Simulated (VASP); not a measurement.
Wanted: an ASE script for a VASP 6.6.1 run.

```
Task                   : equation of state
Functional             : vdW-DF-cx
Potentials or basis    : VASP PAW PBE potentials, release 64 (W, S)
Cutoff                 : 500 eV
k mesh                 : 10 × 10 × 3
Occupations            : fermi-dirac, width 0.1 eV
Spin                   : no spin polarisation
Further INCAR settings : ALGO = Normal; EDIFF = 1.00e-06
```

Crystal: WS2 (Tungstenite).

```
CELL_PARAMETERS angstrom
3.18000 0.00000 0.00000
-1.59000 2.75396 0.00000
0.00000 0.00000 12.50000
ATOMIC_POSITIONS crystal
W 0.66667 0.33333 0.75000
W 0.33333 0.66667 0.25000
S 0.66667 0.33333 0.37500
S 0.33333 0.66667 0.87500
S 0.66667 0.33333 0.12500
S 0.33333 0.66667 0.62500
```

The input as run:

run.py

```python
from ase import Atoms
from ase.calculators.vasp import Vasp
from ase.eos import EquationOfState
from ase.io import Trajectory
from ase.units import GPa

atoms = Atoms(
    ['W', 'W', 'S', 'S', 'S', 'S'],
    cell=[[3.18, 0.0, 0.0], [-1.59, 2.753960784, 0.0], [0.0, 0.0, 12.5]],
    scaled_positions=[[0.6666666667, 0.3333333333, 0.75], [0.3333333333, 0.6666666667, 0.25], [0.6666666667, 0.3333333333, 0.375], [0.3333333333, 0.6666666667, 0.875], [0.6666666667, 0.3333333333, 0.125], [0.3333333333, 0.6666666667, 0.625]],
    pbc=True,
)
calc = Vasp(
    directory='calc',
    xc='vdw-df-cx',
    pp='PBE',
    setups='minimal',
    prec='Accurate',
    encut=500,
    ediff=1e-06,
    ismear=-1,
    sigma=0.1,
    lreal=False,
    lasph=True,
    nelm=80,
    algo='Normal',
    isif=2,
    lwave=False,
    lcharg=False,
    kpts=[10, 10, 3],
    gamma=True,
)
atoms.calc = calc
cell = atoms.cell.copy()
volumes, energies = [], []
traj = Trajectory('eos.traj', 'w')
for x in [0.94, 0.96, 0.98, 1.0, 1.02, 1.04, 1.06]:
    atoms.set_cell(cell * x ** (1 / 3), scale_atoms=True)
    volumes.append(atoms.get_volume())
    energies.append(atoms.get_potential_energy())
    traj.write(atoms)
    print(f'{x:5.2f} {volumes[-1]:12.5f} {energies[-1]:14.6f}')

v0, e0, B = EquationOfState(volumes, energies, eos='sj').fit()
print(f'V0 = {v0:.4f} A^3, E0 = {e0:.6f} eV, B = {B / GPa:.2f} GPa')
```

Potentials or basis: VASP PAW PBE potentials, release 64 (W, S).

Launch:

```sh
$ python run.py
```

Results of the run:

```json
{
  "Equilibrium volume": "18.10 Å³/atom",
  "Bulk modulus at fixed shape and positions": "168 GPa",
  "Pressure derivative of the bulk modulus": "4.5"
}
```

Caveat: the cell was scaled at fixed shape and fractional positions, which overstates the stiffness of a crystal with free parameters, most of all of layers and chains; the PAW data sets were made with another functional, which shifts forces and pressure a little.

Wall time 11 min on 1 thread of Intel(R) Xeon(R) Platinum 8488C (Sapphire Rapids) (shared host), peak memory 0.54 GiB.
